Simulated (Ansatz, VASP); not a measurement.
**WC (Qusongite): VASP beside Ansatz**

```
CELL_PARAMETERS angstrom
2.90650 0.00000 0.00000
-1.45325 2.51710 0.00000
0.00000 0.00000 2.83660
ATOMIC_POSITIONS crystal
W 0.00000 0.00000 0.00000
C 0.66667 0.33333 0.50000
```

Alike in both runs: task relaxation of cell and atoms; functional PBEsol; dispersion D3(BJ); k mesh 10 × 10 × 9; occupations fermi-dirac, width 0.05 eV; no spin polarisation.

|  | VASP | Ansatz |
| --- | --- | --- |
| version | VASP 6.6.1 | Ansatz 0.2.0 |
| potentials or method | VASP PAW PBE potentials, release 64 (W_sv, C), cutoff 600 eV | all-electron LAPW, scalar-relativistic |

VASP gave:

* relaxed volume (Å³/atom): 10.14
* relaxed cell length with the largest relative difference (Å): 2.816
* energy change over the relaxation (meV/atom): -7

**Question.** Estimate Ansatz's values.

**Answer.** Relaxed volume (Å³/atom): 10.11; relaxed cell length with the largest relative difference (Å): 2.813; energy change over the relaxation (meV/atom): -9.

Ansatz ran all-electron here, so the differences hold the error of VASP's frozen core and of both bases.

Caveats: the PAW data sets were made with another functional, which shifts forces and pressure a little (VASP); pairwise dispersion overbinds metals, which lowers pressure and volume (VASP). Spin-orbit coupling is left out, which matters for the levels of W.
